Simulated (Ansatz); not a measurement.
# AlNi: how the settings move a single-point run

Question: which choices in the input matter for AlNi?

Method: reference: DFT, PBE, all-electron PAW with datasets made for the crystal, scalar-relativistic, in Ansatz 0.2.0.

## (1) The starting structure

It takes space group R3m (No. 160, trigonal). Conventional cell: a = 4.074 Å, b = 4.074 Å, c = 4.990 Å, α = 90.00°, β = 90.00°, γ = 120.00°. Al (site symmetry 3m) is surrounded by 8 Ni at 2.42 to 2.58 Å. Around Ni (site symmetry 3m) lie 8 Al at 2.42 to 2.58 Å.

Structure file:

```
Al Ni
1.0
     2.88100    0.00000    0.00000
     0.00000    2.88100    0.00000
     0.00000    0.00000    2.88100
Al Ni
1 1
Direct
  0.00000 0.00000 0.00000
  0.51603 0.51603 0.51603
```

## (2) The reference run

Contents of input.yaml:

```yaml
crystal:
  lattice:
    - [2.881, 0.0, 0.0]
    - [0.0, 2.881, 0.0]
    - [0.0, 0.0, 2.881]
  atoms:
    - { symbol: Al, position: [0.0, 0.0, 0.0] }
    - { symbol: Ni, position: [0.5160319334, 0.5160319334, 0.5160319334], spin: 1.5 }
magnetization:
  spin_polarized: true
kpoints:
  mp_grid: { grid: [14, 14, 14] }
scf:
  occupations: { method: fermi_dirac, width: 0.03 }
hamiltonian:
  xc: pbe
  pseudopotentials: { kind: all_electron, datasets: crystal }
output:
  forces: true
  stress: true
  eigenvalues: true
  efg: { contact_densities: true }
```

Launch:

```console
ansatz run input.yaml --threads 1 --pin off --max-ram 3072MiB --backend cpu --events-out ev --progress --plain --runs-dir out
```

## (3) Variant: occupations.method gaussian, occupations.width 0.15, xc_grid 2

input.yaml: that of step 2 with these lines changed.

```diff
@@ -13,3 +13,3 @@
 scf:
-  occupations: { method: fermi_dirac, width: 0.03 }
+  occupations: { method: gaussian, width: 0.15 }
 hamiltonian:
@@ -22 +22,3 @@
   efg: { contact_densities: true }
+basis:
+  xc_grid: 2
```

**Question.** What will these runs give? Wanted: for each run, ending; energy change; pressure; gap; force.

**Answer**, as computed:

| run | ending | energy change | pressure (GPa) | gap (eV) | force (eV/Å) | cycles | time |
| --- | --- | --- | --- | --- | --- | --- | --- |
| reference | converged | 0 | 2.5 | 0.00 | 0.48 | 8 | 72 s |
| 1: occupations.method gaussian, occupations.width 0.15, xc_grid 2 | converged | -0.2 meV/atom (σ→0) | 2.5 | 0.00 | 0.48 | 8 | 70 s |

Residual by cycle in the longest SCF loop of each run; runs are numbered as in the table. The quantity is the density residual dr2, in eV.

| cycle | reference | run 1 |
| --- | --- | --- |
| 1 | 0.00743 | 0.00745 |
| 2 | 0.154 | 0.154 |
| 3 | 0.00415 | 0.00405 |
| 4 | 0.00145 | 0.0014 |
| 5 | 6.1e-5 | 5.8e-5 |
| 6 | 1.9e-4 | 1.9e-4 |
| 7 | 9.0e-8 | 6.7e-8 |
| 8 | 1.6e-8 | 2.6e-8 |

What this shows: Changing the smearing leaves the energy as it was (-0.2 meV/atom).
